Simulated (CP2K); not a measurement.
**InPd under changes of volume**

One of the cells (20.708 Å³/atom); the others are scaled copies at fixed shape and fractional positions:

```xyz
2
Lattice="3.8835 0.0000 0.0000 1.9418 3.3632 0.0000 1.9418 1.1211 3.1709" Properties=species:S:1:pos:R:3 pbc="T T T"
In    0.0000    0.0000    0.0000
Pd    3.8835    2.2422    1.5854
```

The cell was built by a generator and needn't be a form met in nature.

| Quantity | Value |
| --- | --- |
| Program | CP2K 2026.2 |
| Functional | PBEsol |
| Potentials or basis | POTENTIAL_UZH In GTH-PBE-q13, Pd GTH-PBE-q18; TZVP-MOLOPT-PBE-GTH basis |
| Density cutoff | 6803 eV |
| k mesh | 8 × 8 × 8 |
| Occupations | fermi-dirac, width 0.05 eV |
| Spin | no spin polarisation |

```csv
volume (Å³/atom),energy over the lowest point (meV/atom),pressure (GPa)
19.465,2.32,2.1
19.880,0.00,-0.2
20.294,3.23,-2.2
20.708,11.32,-4.0
21.122,?,?
21.536,39.77,-6.8
21.950,59.10,-8.0
```

Task: What does the run at 21.122 Å³/atom give?

Result: Energy over the lowest point 23.68 meV/atom; pressure -5.5 GPa.

Worked out: A Birch-Murnaghan fit of order 3 (a polynomial in V^(-2/3)) to the other rows has its minimum at 19.84 Å³/atom with B0 = V·E''(V) = 104 GPa and B' = 5.3. It gives 23.68 meV/atom at 21.122 Å³/atom, against the run's 23.68, and -dE/dV = -5.5 GPa, against -5.5.

Energies are extrapolated to zero smearing.

Caveats: the potentials were made for another functional, which shifts forces and pressure; the basis of atomic orbitals isn't converged, which shifts pressures, moduli and gaps.
